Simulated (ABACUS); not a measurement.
Runs of ABACUS 3.10.1 on HfO2. Symmetry: Fm-3m, No. 225, cubic system. Conventional cell: a = 5.115 Å, b = 5.115 Å, c = 5.115 Å, α = 90.00°, β = 90.00°, γ = 90.00°. Hf (site symmetry m-3m) has 8 O at 2.21 Å as nearest neighbours. Around O (site symmetry -43m) lie 4 Hf at 2.21 Å. Measurements of this composition are mostly on another form, of space group No. 14.

```tsv
cell	gap on the mesh (eV)	pressure (GPa)	largest force (eV/Å)
cell strained by -0.06 along c	(a)	12.1	(c)
cell strained by -0.03 along c	3.79	2.7	0.21
cell strained by +0.06 along c	3.40	-15.9	(b)
cell strained by +0.03 along c	3.58	-11.0	0.13
as given	3.77	-4.9	-
```

Alike in all rows: task single point; level PBE; potentials or basis PseudoDojo NC SR 0.4.1 PBE standard, plane waves; no spin polarisation; k mesh 6 × 6 × 6; cutoff (eV) 1143; smearing fermi-dirac 0.05 eV.

Task: Fill in the values left out.

Result: (a) 3.69; (b) 0.19; (c) 0.52.

Caveats: spin-orbit coupling is left out, which moves the levels of the heavy elements.

A k mesh can miss the band edges, and the runs leave out spin-orbit coupling on Hf.
